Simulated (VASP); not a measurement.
## GaN: elastic constants with LDA

GaN:

```
Ga N
1.0
     3.18000    0.00000    0.00000
    -1.59000    2.75396    0.00000
     0.00000    0.00000    5.16600
Ga N
2 2
Direct
  0.66667 0.33333 0.50000
  0.33333 0.66667 0.00000
  0.66667 0.33333 0.87500
  0.33333 0.66667 0.37500
```

```json
{
 "Program": "VASP 6.6.1",
 "Task": "elastic constants",
 "Functional": "LDA",
 "Potentials or basis": "VASP PAW LDA potentials, release 64 (Ga_d, N)",
 "Cutoff": "600 eV",
 "k mesh": "7 × 7 × 4",
 "Occupations": "fermi-dirac, width 0.05 eV",
 "Spin": "no spin polarisation",
 "Ions in elastic constants": "relaxed",
 "Further INCAR settings": "ALGO = Fast; EDIFF = 1e-08; IBRION = 6; POTIM = 0.015; NSW = 1; ISIF = 3"
}
```

| Property | Result |
| --- | --- |
| Relaxed volume | 11.10 Å³/atom |
| Relaxed cell | a = 3.157 Å, b = 3.157 Å, c = 5.147 Å, α = 90.00°, β = 90.00°, γ = 120.00° |
| Space group after relaxing (to 0.05 Å) | P6_3mc (No. 186) |
| Voigt bulk modulus | 202 GPa |
| Highest phonon frequency at Γ, LO-TO splitting left out | 698 cm⁻¹ |

The path:
| step | energy change (eV) | largest force (eV/Å) | pressure (GPa) | volume (Å³) |
| --- | --- | --- | --- | --- |
| 1 | 0.0000 | 0.1278 | -3.54 | 45.24 |
| 2 | -0.0002 | 0.1143 | 3.82 | 43.62 |
| 3 | -0.0109 | 0.0111 | 0.06 | 44.42 |
| 4 | -0.0109 | 0.0136 | -0.07 | 44.43 |
| 5 | -0.0109 | 0.0018 | -0.09 | 44.44 |
| 6 | -0.0109 | 0.0032 | -0.10 | 44.44 |
| 7 | -0.0109 | 0.0007 | 0.03 | 44.41 |
| 8 | -0.0109 | 0.0014 | 0.00 | 44.42 |

Final structure:
```
Ga N
1.0
     3.15680    0.00000    0.00000
    -1.57840    2.73387    0.00000
     0.00000    0.00000    5.14676
Ga N
2 2
Cartesian
  1.5784 0.9113 2.5698
  0.0000 1.8226 5.1432
  1.5784 0.9113 4.5070
  0.0000 1.8226 1.9336
```

Phonon frequencies in cm⁻¹ (negative: imaginary):
```tsv
q point	frequencies
(0.000, 0.000, 0.000)	0 0 0 140 140 337 540 561 561 571 571 698
```

Elastic tensor in Voigt notation (GPa, in the Cartesian axes of the cell as first typed):
```
365 138 100   0   0   0
138 365 100   0   0   0
100 100 408   0   0   0
  0   0   0  96   0   0
  0   0   0   0  96   0
  0   0   0   0   0 114
```

Clamped-ion elastic tensor (GPa):
```
434 107  65   0   0   0
107 434  65   0   0   0
 65  65 475   0   0   0
  0   0   0 114   0   0
  0   0   0   0 114   0
  0   0   0   0   0 163
```

It took 16 min on 1 thread of AMD EPYC 9R45 96-Core Processor (Zen 5), with other jobs on the host, peak memory 0.29 GiB.
